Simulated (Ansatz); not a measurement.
## Density of states of P

```cif
data_structure
_symmetry_space_group_name_H-M 'P 1'
_symmetry_Int_Tables_number 1
_cell_length_a 4.2729
_cell_length_b 4.2729
_cell_length_c 4.3780
_cell_angle_alpha 90.000
_cell_angle_beta 90.000
_cell_angle_gamma 90.000
_cell_volume 79.93
loop_
_atom_site_label
_atom_site_type_symbol
_atom_site_fract_x
_atom_site_fract_y
_atom_site_fract_z
_atom_site_occupancy
P1 P 0.00000 0.00000 0.00000 1
```

The runs use the primitive cell with vectors (4.273, 0.000, 0.000), (0.000, 4.273, 0.000), (0.000, 0.000, 4.378) Å, to which the k mesh refers.

Conventional cell: a = 4.273 Å, b = 4.273 Å, c = 4.378 Å, α = 90.00°, β = 90.00°, γ = 90.00°. P (atom 1) is surrounded by 6 P at 4.27 to 4.38 Å.

The geometry is COD entry 1534547, unchecked; take it as a test cell.

Level of theory: DFT, PBE, all-electron LAPW, scalar-relativistic (Ansatz 0.2.0).

The runs use a Γ-centred 10×10×9 k mesh, Fermi–Dirac smearing of 0.08 eV, basis error target 0.25 meV/atom, no spin polarisation.

States per eV and cell, averaged over 0.4 eV, from -9.0 to 6.4 eV, with energies (bin centres) from the Fermi level; empty bins are left out. 

| E (eV) | total |
| --- | --- |
| -8.9 | 0.17 |
| -8.5 | 4.83 |
| -0.9 | 0.20 |
| -0.5 | 4.42 |
| -0.1 | 3.72 |
| 0.3 | 3.91 |
| 0.7 | 2.75 |
| 4.7 | 0.01 |
| 5.1 | 0.12 |
| 5.5 | 0.25 |
| 5.9 | 0.50 |
| 6.3 | 1.75 |
